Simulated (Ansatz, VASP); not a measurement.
**Two plane-wave programs on Al**

Contents of INCAR:

```
SYSTEM = Al
PREC     = Accurate       ! precision mode
ENCUT    = 520            ! plane-wave cutoff, eV
EDIFF    = 1E-7           ! SCF threshold, eV
ISMEAR   = 0              ! smearing method
SIGMA    = 0.15           ! smearing width, eV
LREAL    = .False.        ! projectors in reciprocal space
LASPH    = .True.         ! aspherical terms in the spheres
NELM     = 80             ! most SCF steps
ALGO     = Normal         ! electronic algorithm
ISIF     = 2              ! what is computed and relaxed
LWAVE    = .False.        ! write WAVECAR
LCHARG   = .False.        ! write CHGCAR
GGA      = PS             ! functional
NBANDS   = 8              ! bands
```

File KPOINTS:

```
Automatic mesh
0
Gamma
  20 20 20
  0 0 0
```

File POSCAR:

```
Al
1.0
    0.0000000000      2.0745795000      2.1251790000
    2.0745795000      0.0000000000      2.1251790000
    2.0745795000      2.0745795000      0.0000000000
Al
1
Direct
    0.0000000000      0.0000000000      0.0000000000
```

Input for Ansatz:

```yaml
crystal:
  lattice:
    - [0.0, 2.0745795, 2.125179]
    - [2.0745795, 0.0, 2.125179]
    - [2.0745795, 2.0745795, 0.0]
  atoms:
    - { symbol: Al, position: [0.0, 0.0, 0.0] }
basis:
  ecutwfc: 420
kpoints:
  mp_grid: { grid: [20, 20, 20] }
hamiltonian:
  xc: pbesol
scf:
  occupations: { method: gaussian, width: 0.15 }
output:
  forces: true
  stress: true
  eigenvalues: true
```

Change from the starting cell: strain +0.025 along x and y, +0.050 along z, atoms carried along.

Alike in both runs: task single point; functional PBEsol; k mesh 20 × 20 × 20; occupations gaussian, width 0.15 eV; no spin polarisation.

|  | VASP | Ansatz |
| --- | --- | --- |
| version | VASP 6.6.1 | Ansatz 0.2.0 |
| potentials or method | VASP PAW PBE potentials, release 64 (Al) | scalar-relativistic, plane waves, PAW |
| plane-wave cutoff (eV) | 520 | 420 |
| valence electrons in the cell | 3 | 3 |

|  | VASP | Ansatz | Ansatz less VASP |
| --- | --- | --- | --- |
| gap on the k mesh at the Fermi level (eV) | none | none | - |
| pressure (GPa) | -7.5 | -7.6 | -0.03 |
| largest component of the traceless stress (GPa) | 0.76 | 0.76 | +0.004 |

A gap of «none» marks a metal or a gap that the smearing closes. With one functional, cell and mesh, what is left measures potentials, basis and numerics.

Caveats: the PAW data sets were made with another functional, which shifts forces and pressure a little (VASP).
